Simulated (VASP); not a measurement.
Computed with r2SCAN+rVV10, VASP's PBE PAW potentials (set 64) (plane waves; VASP).

A VASP calculation is set up with these files.

### POSCAR
```
BaF2
1
   -0.0000000000     3.0998199526     3.0998199526
    3.0998199526     0.0000000000     3.0998199526
    3.0998199526     3.0998199526    -0.0000000000
Ba F
1 2
Direct
  0.0000000000   0.0000000000   0.0000000000
  0.2500000000   0.2500000000   0.2500000000
  0.7500000000   0.7500000000   0.7500000000
```

KPOINTS:
```
Automatic mesh
0
G
 7 7 7
```

KPOINTS_OPT:
```
k-points along high-symmetry lines
10
Line-mode
Reciprocal
  0.000000   0.000000   0.000000 ! GAMMA
  0.500000   0.000000   0.500000 ! X

  0.500000   0.000000   0.500000 ! X
  0.625000   0.250000   0.625000 ! U

  0.375000   0.375000   0.750000 ! K
  0.000000   0.000000   0.000000 ! GAMMA

  0.000000   0.000000   0.000000 ! GAMMA
  0.500000   0.500000   0.500000 ! L

  0.500000   0.500000   0.500000 ! L
  0.500000   0.250000   0.750000 ! W

  0.500000   0.250000   0.750000 ! W
  0.500000   0.000000   0.500000 ! X
```

**INCAR**
```
SYSTEM = BaF2
PREC = Accurate; ENCUT = 520; LREAL = .FALSE.
LASPH = .TRUE.
EDIFF = 1E-7; NELM = 100; ALGO = Normal
LMAXMIX = 4; LMIXTAU = .TRUE.
ISMEAR = -5
METAGGA = R2SCAN; LUSE_VDW = .TRUE.; BPARAM = 11.95
CPARAM = 0.0093
ISIF = 2
LWAVE = .FALSE.; LCHARG = .FALSE.; LORBIT = 11
NEDOS = 601
LEFG = .TRUE.
```

POTCAR, in this order: Ba_sv F (PBE.64 set). Program: vasp_std.

Output of the run:

File OSZICAR:
```
       N       E                     dE             d eps       ncg     rms          rms(c)
DAV:   1     0.135261111706E+03    0.13526E+03   -0.13591E+04   640   0.143E+03
DAV:   2    -0.464725615215E+02   -0.18173E+03   -0.17841E+03   816   0.305E+02
DAV:   3    -0.533470714744E+02   -0.68745E+01   -0.68658E+01   840   0.693E+01
DAV:   4    -0.534511762398E+02   -0.10410E+00   -0.10409E+00   816   0.764E+00
DAV:   5    -0.534553349493E+02   -0.41587E-02   -0.41587E-02   888   0.945E-01    0.789E+00
DAV:   6    -0.452844708255E+02    0.81709E+01   -0.40625E+00   896   0.177E+01    0.357E+00
DAV:   7    -0.438617071319E+02    0.14228E+01   -0.16883E+00   664   0.140E+01    0.215E+00
DAV:   8    -0.475656046873E+02   -0.37039E+01   -0.11462E+00   664   0.128E+01    0.872E-01
DAV:   9    -0.439085048876E+02    0.36571E+01   -0.55270E-01   640   0.669E+00    0.945E-01
DAV:  10    -0.442756357817E+02   -0.36713E+00   -0.34269E-01   648   0.548E+00    0.282E-01
DAV:  11    -0.441655284153E+02    0.11011E+00   -0.49786E-02   640   0.219E+00    0.274E-01
DAV:  12    -0.443080857608E+02   -0.14256E+00   -0.77358E-02   640   0.289E+00    0.118E-01
DAV:  13    -0.443104625143E+02   -0.23768E-02   -0.15067E-03   720   0.455E-01    0.656E-02
DAV:  14    -0.443112598301E+02   -0.79732E-03   -0.88939E-04   832   0.264E-01    0.239E-02
DAV:  15    -0.443112509034E+02    0.89267E-05   -0.11612E-04   712   0.131E-01    0.107E-02
DAV:  16    -0.443112046792E+02    0.46224E-04   -0.26379E-05   704   0.772E-02    0.443E-03
DAV:  17    -0.443115122035E+02   -0.30752E-03   -0.92573E-05   648   0.114E-01    0.958E-03
DAV:  18    -0.443115124945E+02   -0.29098E-06   -0.14868E-06   864   0.136E-02    0.739E-03
DAV:  19    -0.443115119169E+02    0.57759E-06   -0.16111E-06   680   0.128E-02    0.401E-03
DAV:  20    -0.443115132135E+02   -0.12966E-05   -0.15758E-06   672   0.158E-02    0.223E-03
DAV:  21    -0.443115134693E+02   -0.25582E-06   -0.45175E-07   704   0.619E-03    0.773E-04
DAV:  22    -0.443115134442E+02    0.25118E-07   -0.97642E-08   600   0.286E-03
   1 F= -.44311513E+02 E0= -.44311513E+02  d E =0.000000E+00
       N       E                     dE             ncg
       N       E                     dE             ncg
       N       E                     dE             ncg
```

File OUTCAR:
```
------------------------ aborting loop because EDIFF is reached ----------------------------------------
  FORCE on cell =-STRESS in cart. coord.  units (eV):
  Direction    XX          YY          ZZ          XY          YZ          ZX
  --------------------------------------------------------------------------------------
  Total        0.0189024      0.0189024      0.0189024      0.0000000     -0.0000000      0.0000000
  in kB        0.5083803      0.5083803      0.5083803      0.0000000     -0.0000000      0.0000000
  external PRESSURE =       0.5083803 kB  Pullay stress =       0.0000000 kB
  volume of cell :       59.57
      direct lattice vectors                 reciprocal lattice vectors
     0.000000000  3.099819953  3.099819953    -0.161299691  0.161299691  0.161299691
     3.099819953  0.000000000  3.099819953     0.161299691 -0.161299691  0.161299691
     3.099819953  3.099819953  0.000000000     0.161299691  0.161299691 -0.161299691
 POSITION                                       TOTAL-FORCE (eV/Angst)
 -----------------------------------------------------------------------------------
      0.00000      0.00000      0.00000         0.000000      0.000000      0.000000
      1.54991      1.54991      1.54991         0.000000      0.000000     -0.000000
      4.64973      4.64973      4.64973        -0.000000     -0.000000      0.000000
 -----------------------------------------------------------------------------------
    total drift:                                0.000000      0.000000      0.000000
  FREE ENERGIE OF THE ION-ELECTRON SYSTEM (eV)
  ---------------------------------------------------
  free  energy   TOTEN  =       -44.3115134442 eV

  energy  without entropy=      -44.3115134442  energy(sigma->0) =      -44.31151344

 total charge

# of ion       s       p       d       tot
------------------------------------------
    1        2.009   5.660   0.209   7.877
    2        1.738   4.385   0.000   6.123
    3        1.738   4.385   0.000   6.123
--------------------------------------------------
tot          5.484  14.430   0.209  20.123

 Electric field gradients after diagonalization (V/A^2)
 (convention: |V_zz| > |V_xx| > |V_yy|)
----------------------------------------------------------------------
 ion       V_xx      V_yy      V_zz     asymmetry (V_yy - V_xx)/ V_zz
----------------------------------------------------------------------
   1      -0.000    -0.000     0.000       0.000
   2       0.004     0.004    -0.007       0.000
   3       0.004     0.004    -0.007       0.000
```
(Selected blocks of OUTCAR.)

The compound is BaF2 in the fluorite structure. The cell was not relaxed at this level.
